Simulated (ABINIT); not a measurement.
# CdS (Greenockite) (P6_3mc) in ABINIT: single point with LDA

Aim: the single point of CdS (Greenockite) with LDA.

All numbers are computed with ABINIT 10.8.3 (patched build); they aren't measurements. Logs are shortened: lines on timing, memory, paths and dates and some standing lists are left out, and cuts for length are marked. The log counts tension as positive stress, the text compression.

**What was measured.**

From “Isotope dependence of band-gap energy”, 2008, arxiv:0807.2152, for a bulk crystal of CdS: band gap 2.5809 ± 0.0002 eV.

The results are compared with them further down.

### 1 Starting point

The structure is hexagonal, space group P6_3mc (No. 186). Conventional cell: a = 4.150 Å, b = 4.150 Å, c = 6.737 Å, α = 90.00°, β = 90.00°, γ = 120.00°. Cd (site symmetry 3m) has 4 S at 2.53 to 2.54 Å as nearest neighbours. S (site symmetry 3m) has 4 Cd at 2.53 to 2.54 Å as nearest neighbours.

### 2 Single point, LDA

The input, run.abi:

```
# Pseudopotentials
pp_dirpath "./"
pseudos "Cd.upf, S.upf"

# Structure
acell 7.8423634172 7.8423634172 12.7310849016
rprim
     1.0000000000     0.0000000000     0.0000000000
    -0.5000000000     0.8660254038     0.0000000000
     0.0000000000     0.0000000000     1.0000000000
ntypat 2
znucl 48 16
natom 4
typat 1 1 2 2
xred
     0.6666666667     0.3333333333     0.5000000000
     0.3333333333     0.6666666667     0.0000000000
     0.6666666667     0.3333333333     0.8750000000
     0.3333333333     0.6666666667     0.3750000000

# Plane-wave basis
ecut 47.0

# k points
kptopt 1
ngkpt 5 5 3
nshiftk 1
shiftk 0.0 0.0 0.0

# Exchange and correlation
ixc 7

# Bands and occupations
nband 32
occopt 3
tsmear 0.00183747

# SCF cycle
nstep 100
tolvrs 1.0e-10

# Output
iomode 3
prtwf 0
prteig 0
prtebands 0
enunit 2
prtden 1
prtvha 1
prtvclmb 1
prtpot 1
prtelf 1
```

Potentials or basis: PseudoDojo NC SR LDA v0.4.1 standard.

On the command line:

```sh
$ mpirun --bind-to none -np 4 abinit run.abi > log 2>&1
```

run.abo:

```text
.Version 10.8.3 of ABINIT
 Symmetries : space group P6_3 m c (#186); Bravais hP (primitive hexag.)
================================================================================
 Values of the parameters that define the memory need of the present run
     intxc =       0    ionmov =       0      iscf =       7    lmnmax =       6
     lnmax =       6     mgfft =      80  mpssoang =       3    mqgrid =    3929
     natom =       4  nloc_mem =       1    nspden =       1   nspinor =       1
    nsppol =       1      nsym =      12    n1xccc =    2501    ntypat =       2
    occopt =       3   xclevel =       1
       mpw =       10457          nfft =      200000          nkpt =          10
================================================================================
================================================================================

--------------------------------------------------------------------------------
------------- Echo of variables that govern the present computation ------------
--------------------------------------------------------------------------------
 -outvars: echo values of preprocessed input variables --------
            acell      7.8423634172E+00  7.8423634172E+00  1.2731084902E+01 Bohr
              amu      1.12411000E+02  3.20660000E+01
             ecut      4.70000000E+01 Hartree
           enunit           2
              ixc           7
         kptrlatt        5    0    0      0    5    0      0    0    3
          kptrlen      3.81932547E+01
            natom           4
            nband          32
            ngfft          50      50      80
             nkpt          10
            nstep         100
             nsym          12
           ntypat           2
           occopt           3
        prtebands           0
           prteig           0
           prtelf           1
           prtpot           1
         prtvclmb           1
           prtvha           1
            prtwf           0
            rprim      1.0000000000E+00  0.0000000000E+00  0.0000000000E+00
                      -5.0000000000E-01  8.6602540380E-01  0.0000000000E+00
                       0.0000000000E+00  0.0000000000E+00  1.0000000000E+00
          spgroup         186
           tolvrs      1.00000000E-10
           tsmear      1.83747000E-03 Hartree
            typat      1  1  2  2
           xangst      2.0749999986E+00  1.1980018078E+00  3.3684999977E+00
                      -5.4679420442E-16  2.3960036156E+00  0.0000000000E+00
                       2.0749999986E+00  1.1980018078E+00  5.8948749960E+00
                      -5.4679420442E-16  2.3960036156E+00  2.5263749983E+00
            xcart      3.9211817086E+00  2.2638953150E+00  6.3655424508E+00
                      -1.0332912936E-15  4.5277906301E+00  0.0000000000E+00
                       3.9211817086E+00  2.2638953150E+00  1.1139699289E+01
                      -1.0332912936E-15  4.5277906301E+00  4.7741568381E+00
             xred      6.6666666667E-01  3.3333333333E-01  5.0000000000E-01
                       3.3333333333E-01  6.6666666667E-01  0.0000000000E+00
                       6.6666666667E-01  3.3333333333E-01  8.7500000000E-01
                       3.3333333333E-01  6.6666666667E-01  3.7500000000E-01
            znucl       48.00000   16.00000

================================================================================

 chkinp: Checking input parameters for consistency.

================================================================================
== DATASET  1 ==================================================================

--- !DatasetInfo
iteration_state: {dtset: 1, }
dimensions: {natom: 4, nkpt: 10, mband: 32, nsppol: 1, nspinor: 1, nspden: 1, mpw: 10457, }
cutoff_energies: {ecut:  47.0, pawecutdg:  -1.0, }
electrons: {nelect:   5.20000000E+01, charge:   0.00000000E+00, occopt:   3.00000000E+00, tsmear:   1.83747000E-03, }
meta: {optdriver: 0, ionmov: 0, optcell: 0, iscf: 7, paral_kgb: 0, }
...

 Exchange-correlation functional for the present dataset will be:
  LDA: Perdew-Wang 92 LSD fit to Ceperley-Alder data - ixc=7
  J.P.Perdew and Y.Wang, PRB 45, 13244 (1992)

 Real(R)+Recip(G) space primitive vectors, cartesian coordinates (Bohr,Bohr^-1):
 R(1)=  7.8423634  0.0000000  0.0000000  G(1)=  0.1275126  0.0736194  0.0000000
 R(2)= -3.9211817  6.7916859  0.0000000  G(2)=  0.0000000  0.1472388  0.0000000
 R(3)=  0.0000000  0.0000000 12.7310849  G(3)=  0.0000000  0.0000000  0.0785479
 Unit cell volume ucvol=  6.7809411E+02 bohr^3
 Angles (23,13,12)=  9.00000000E+01  9.00000000E+01  1.20000000E+02 degrees

 getcut: wavevector=  0.0000  0.0000  0.0000  ngfft=  50  50  80
         ecut(hartree)=     47.000   => boxcut(ratio)=   2.03615

--- Pseudopotential description ------------------------------------------------
- pspini: atom type   1  psp file is ./Cd.upf
12 -1012 2 -1 1336                            pspcod,pspxc,lmax,lloc,mmax
     nproj     2     2     2

- pspini: atom type   2  psp file is ./S.upf
12 -1012 2 -1 1132                            pspcod,pspxc,lmax,lloc,mmax
     nproj     2     2     2

   3.32977373E+03                                ecore*ucvol(ha*bohr**3)
--------------------------------------------------------------------------------

================================================================================

--- !BeginCycle
iteration_state: {dtset: 1, }
solver: {iscf: 7, nstep: 100, nline: 4, wfoptalg: 0, }
tolerances: {tolvrs: 1.00E-10, }
...

     iter   Etot(hartree)      deltaE(h)  residm     vres2
 ETOT  1  -361.09693810899    -3.611E+02 4.541E+00 3.550E+04
 ETOT  2  -364.93289432731    -3.836E+00 8.455E-01 6.098E+04
 ETOT  3  -371.61438979727    -6.681E+00 1.022E-01 9.301E+03
 ETOT  4  -372.30027359927    -6.859E-01 2.423E-02 4.107E+03
 ETOT  5  -372.58629264448    -2.860E-01 5.693E-03 1.578E+03
 ETOT  6  -372.64129883275    -5.501E-02 3.583E-03 1.121E+03
 ETOT  7  -372.77272177248    -1.314E-01 6.790E-03 2.860E+01
 ETOT  8  -372.77458540809    -1.864E-03 1.665E-03 1.391E+01
 ETOT  9  -372.77628313085    -1.698E-03 1.178E-03 8.606E-01
 ETOT 10  -372.77639859377    -1.155E-04 1.567E-03 1.164E-03
 ETOT 11  -372.77639887529    -2.815E-07 8.235E-04 4.738E-04
 ETOT 12  -372.77639893747    -6.218E-08 9.179E-04 9.048E-06
 ETOT 13  -372.77639893933    -1.862E-09 1.066E-03 1.723E-07
 ETOT 14  -372.77639893935    -2.723E-11 1.431E-02 3.788E-08
 ETOT 15  -372.77639893936    -2.046E-12 9.903E-04 1.221E-09
 ETOT 16  -372.77639893937    -1.364E-11 5.727E-04 6.751E-11

 At SCF step   16       vres2   =  6.75E-11 < tolvrs=  1.00E-10 =>converged.

 Compute ELF
--------------------------------------------------------------------------------

 Compute kinetic energy density

 Compute gradient of the electron density
 Electron Localization Function (ELF) [min:0;max:1]
)     Maximum=    8.8616E-01  at reduced coord.    0.8800    0.4400    0.9125
)     Minimum=    5.2479E-07  at reduced coord.    0.3200    0.6600    0.3750
   Integrated=    1.9632E+02

--------------------------------------------------------------------------------
 End of ELF section

 Cartesian components of stress tensor (hartree/bohr^3)
  sigma(1 1)=  1.21802740E-04  sigma(3 2)=  0.00000000E+00
  sigma(2 2)=  1.21802740E-04  sigma(3 1)=  0.00000000E+00
  sigma(3 3)=  1.03931302E-04  sigma(2 1)=  0.00000000E+00

--- !ResultsGS
iteration_state: {dtset: 1, }
comment   : Summary of ground state results
lattice_vectors:
- [  7.8423634,   0.0000000,   0.0000000, ]
- [ -3.9211817,   6.7916859,   0.0000000, ]
- [  0.0000000,   0.0000000,  12.7310849, ]
lattice_lengths: [   7.84236,    7.84236,   12.73108, ]
lattice_angles: [ 90.000,  90.000, 120.000, ] # degrees, (23, 13, 12)
lattice_volume:   6.7809411E+02
convergence: {deltae: -1.364E-11, res2:  6.751E-11, residm:  5.727E-04, diffor: null, }
etotal    :  -3.72776399E+02
entropy   :   0.00000000E+00
fermie    :   1.62966492E-01
cartesian_stress_tensor: # hartree/bohr^3
- [  1.21802740E-04,   0.00000000E+00,   0.00000000E+00, ]
- [  0.00000000E+00,   1.21802740E-04,   0.00000000E+00, ]
- [  0.00000000E+00,   0.00000000E+00,   1.03931302E-04, ]
pressure_GPa:  -3.4083E+00
xred      :
- [  6.6667E-01,   3.3333E-01,   5.0000E-01, Cd]
- [  3.3333E-01,   6.6667E-01,   0.0000E+00, Cd]
- [  6.6667E-01,   3.3333E-01,   8.7500E-01,  S]
- [  3.3333E-01,   6.6667E-01,   3.7500E-01,  S]
cartesian_forces: # hartree/bohr
- [ -1.09870765E-27,  -6.34339160E-28,  -1.13219455E-03, ]
- [  1.09870765E-27,   6.34339160E-28,  -1.13219455E-03, ]
- [  2.74676914E-28,   1.58584790E-28,   1.13219455E-03, ]
- [ -2.74676914E-28,  -1.58584790E-28,   1.13219455E-03, ]
force_length_stats: {min:   1.13219455E-03, max:   1.13219455E-03, mean:   1.13219455E-03, }
...

 Integrated electronic density in atomic spheres:
 ------------------------------------------------
 Atom  Sphere_radius  Integrated_density
    1        2.00000         17.15758996
    2        2.00000         17.15758996
    3        2.00000          3.88091179
    4        2.00000          3.88091179
================================================================================

 ----iterations are completed or convergence reached----

 Mean square residual over all n,k,spin=   39.123E-07; max=  57.267E-05
 reduced coordinates (array xred) for    4 atoms
       0.666666666667      0.333333333333      0.500000000000
       0.333333333333      0.666666666667      0.000000000000
       0.666666666667      0.333333333333      0.875000000000
       0.333333333333      0.666666666667      0.375000000000
 rms dE/dt=  8.3220E-03; max dE/dt=  1.4414E-02; dE/dt below (all hartree)
    1       0.000000000000      0.000000000000      0.014413735873
    2      -0.000000000000      0.000000000000      0.014413735873
    3      -0.000000000000      0.000000000000     -0.014414393930
    4       0.000000000000      0.000000000000     -0.014414393930

 cartesian coordinates (angstrom) at end:
    1      2.07499999859310     1.19800180777773     3.36849999771376
    2     -0.00000000000000     2.39600361555546     0.00000000000000
    3      2.07499999859310     1.19800180777773     5.89487499599908
    4     -0.00000000000000     2.39600361555546     2.52637499828532

 cartesian forces (hartree/bohr) at end:
    1     -0.00000000000000    -0.00000000000000    -0.00113219454689
    2      0.00000000000000     0.00000000000000    -0.00113219454689
    3      0.00000000000000     0.00000000000000     0.00113219454689
    4     -0.00000000000000    -0.00000000000000     0.00113219454689
 frms,max,avg= 6.5367283E-04 1.1321945E-03   0.000E+00  0.000E+00  2.584E-08 h/b

 cartesian forces (eV/Angstrom) at end:
    1     -0.00000000000000    -0.00000000000000    -0.05821978442585
    2      0.00000000000000     0.00000000000000    -0.05821978442585
    3      0.00000000000000     0.00000000000000     0.05821978442585
    4     -0.00000000000000    -0.00000000000000     0.05821978442585
 frms,max,avg= 3.3613208E-02 5.8219784E-02   0.000E+00  0.000E+00  1.329E-06 e/A
 length scales=  7.842363417200  7.842363417200 12.731084901600 bohr
              =  4.149999997186  4.149999997186  6.736999995428 angstroms
 Fermi (or HOMO) energy (hartree) =   0.16297   Average Vxc (hartree)=  -0.35842
 Eigenvalues (hartree) for nkpt=  10  k points:
 kpt#   1, nband= 32, wtk=  0.01333, kpt=  0.0000  0.0000  0.0000 (reduced coord)
  -3.57037   -3.57036   -2.14290   -2.14289   -2.14289   -2.14289   -2.14289   -2.14288
  -0.30644   -0.29006   -0.13750   -0.13664   -0.13664   -0.13349   -0.13349   -0.12190
  -0.12190   -0.11852   -0.11852   -0.10620   -0.01801    0.11703    0.11703    0.14374
   0.14548    0.14548    0.17877    0.23864    0.37563    0.37563    0.38776    0.41698
      occupation numbers for kpt#   1
   2.00000    2.00000    2.00000    2.00000    2.00000    2.00000    2.00000    2.00000
   2.00000    2.00000    2.00000    2.00000    2.00000    2.00000    2.00000    2.00000
   2.00000    2.00000    2.00000    2.00000    2.00000    2.00000    2.00000    1.99994
   1.99985    1.99985    0.00037    0.00000    0.00000    0.00000    0.00000    0.00000
 prteigrs : prtvol=0 or 1, do not print more k-points.

 Fermi (or HOMO) energy (eV) =   4.43454   Average Vxc (eV)=  -9.75311
 Eigenvalues (   eV  ) for nkpt=  10  k points:
 kpt#   1, nband= 32, wtk=  0.01333, kpt=  0.0000  0.0000  0.0000 (reduced coord)
 -97.15461  -97.15457  -58.31126  -58.31106  -58.31106  -58.31090  -58.31090  -58.31060
  -8.33865   -7.89285   -3.74162   -3.71813   -3.71813   -3.63239   -3.63239   -3.31698
  -3.31698   -3.22522   -3.22522   -2.88979   -0.49017    3.18456    3.18456    3.91144
   3.95875    3.95875    4.86460    6.49382   10.22152   10.22152   10.55145   11.34671
 prteigrs : prtvol=0 or 1, do not print more k-points.

--- !EnergyTerms
iteration_state     : {dtset: 1, }
comment             : Components of total free energy in Hartree
kinetic             :  1.30423488818211E+02
hartree             :  1.30771179762228E+02
xc                  : -5.44440884270263E+01
Ewald energy        : -1.97799265971564E+02
psp_core            :  4.91048907281880E+00
local_psp           : -3.97293010366270E+02
non_local_psp       :  1.06548083565966E+01
internal            : -3.72776398755005E+02
'-kT*entropy'       : -1.84364564913352E-07
total_energy        : -3.72776398939370E+02
total_energy_eV     : -1.01437625749251E+04
band_energy         : -4.28011568160457E+01
...

 Cartesian components of stress tensor (hartree/bohr^3)
  sigma(1 1)=  1.21802740E-04  sigma(3 2)=  0.00000000E+00
  sigma(2 2)=  1.21802740E-04  sigma(3 1)=  0.00000000E+00
  sigma(3 3)=  1.03931302E-04  sigma(2 1)=  0.00000000E+00

-Cartesian components of stress tensor (GPa)         [Pressure= -3.4083E+00 GPa]
- sigma(1 1)=  3.58356034E+00  sigma(3 2)=  0.00000000E+00
- sigma(2 2)=  3.58356033E+00  sigma(3 1)=  0.00000000E+00
- sigma(3 3)=  3.05776449E+00  sigma(2 1)=  0.00000000E+00

== END DATASET(S) ==============================================================
================================================================================

 -outvars: echo values of variables after computation  --------
            acell      7.8423634172E+00  7.8423634172E+00  1.2731084902E+01 Bohr
           etotal     -3.7277639894E+02
            fcart     -1.0987076543E-27 -6.3433915995E-28 -1.1321945469E-03
                       1.0987076543E-27  6.3433915995E-28 -1.1321945469E-03
                       2.7467691357E-28  1.5858478999E-28  1.1321945469E-03
                      -2.7467691357E-28 -1.5858478999E-28  1.1321945469E-03
            rprim      1.0000000000E+00  0.0000000000E+00  0.0000000000E+00
                      -5.0000000000E-01  8.6602540380E-01  0.0000000000E+00
                       0.0000000000E+00  0.0000000000E+00  1.0000000000E+00
           strten      1.2180274022E-04  1.2180273996E-04  1.0393130243E-04
                       0.0000000000E+00  0.0000000000E+00  0.0000000000E+00
           xangst      2.0749999986E+00  1.1980018078E+00  3.3684999977E+00
                      -5.4679420442E-16  2.3960036156E+00  0.0000000000E+00
                       2.0749999986E+00  1.1980018078E+00  5.8948749960E+00
                      -5.4679420442E-16  2.3960036156E+00  2.5263749983E+00
             xred      6.6666666667E-01  3.3333333333E-01  5.0000000000E-01
                       3.3333333333E-01  6.6666666667E-01  0.0000000000E+00
                       6.6666666667E-01  3.3333333333E-01  8.7500000000E-01
                       3.3333333333E-01  6.6666666667E-01  3.7500000000E-01
 Calculation completed.
```

Wall time 42 s (4 MPI ranks of Intel Xeon 6975P-C (Granite Rapids), shared host); peak memory 0.44 GiB.

Results:

- Free energy: -10143.7626 eV
- Largest force: 0.058 eV/Å
- Band gap on the k mesh: 0.91 eV, direct
- Valence electrons inside the program's atomic spheres: Cd 17.16; S 3.88

Forces in eV/Å, atoms in the order of the input:
```
Cd   0.000  0.000 -0.058
Cd   0.000  0.000 -0.058
S    0.000  0.000  0.058
S    0.000  0.000  0.058
```

Caveat: the cutoff is too short for stress, so the log's stress isn't used.

### 3 Against experiment

Step 2. Against the measured gap of CdS, 2.5809 eV (quoted in “Isotope dependence of band-gap energy”, 2008, arxiv:0807.2152), the calculated 0.91 eV is off by -1.68 eV. So large a miss can be the level of theory's own, or it may mean another phase, state or a wrong row. Spin-orbit coupling on Cd is left out. The value is that of LDA, without temperature or zero-point motion. Semilocal functionals fall short of measured gaps as a rule.
